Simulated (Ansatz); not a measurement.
The system is MgSe.

```
Se Mg
1.0
     0.00000    2.72550    2.72550
     2.72550    0.00000    2.72550
     2.72550    2.72550    0.00000
Se Mg
1 1
Direct
  0.50000 0.50000 0.50000
  0.00000 0.00000 0.00000
```

Program: Ansatz 0.2.0. Alike in all runs: task band structure; potentials or basis Ansatz PAW; cell as given; cutoff (eV) 420; smearing fermi-dirac 0.05 eV.

**Question.** Order these runs on this cell by their pressure, lowest first.
A. level PBEsol; spin off; k mesh 8 × 8 × 8
B. level LDA; spin SOC, no magnetisation; k mesh 6 × 6 × 6
C. level RPBE; spin off; k mesh 8 × 8 × 8

**Answer.** B (-2.1 GPa), A (0.0 GPa), C (3.9 GPa).

Caveats: the PAW data sets come from PBE, with cores solved anew for the run's functional, which leaves a small shift of forces and pressure.

Runs at the PBE level aren't shown here.
